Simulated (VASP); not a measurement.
For cubic CsI (CsCl type), LDA (Ceperley-Alder, Perdew-Zunger), VASP's LDA PAW potentials (set 64) in VASP 6.6.1 gives ε∞ = 3.71, a static ε₀ = 6.99 and a transverse optical mode at 68 cm⁻¹.

Question: Estimate the longitudinal optical frequency at Γ.

Answer: By the Lyddane-Sachs-Teller relation, ω_LO = ω_TO √(ε₀/ε∞) = 68 × √(6.99/3.71) = 93 cm⁻¹.

Measured: ε∞ 3.04 at 297 K (computed value off by +22.0 %), as given by H. H. Li, Journal of Physical and Chemical Reference Data (1976), doi:10.1063/1.555536 [long-wavelength limit of the electronic terms of a dispersion formula fitted to measured refractive indices over 0.25-67.0 um; lattice terms left out].

The compound is CsI in the CsCl type structure. It was relaxed first, which changed the volume by -10 %.
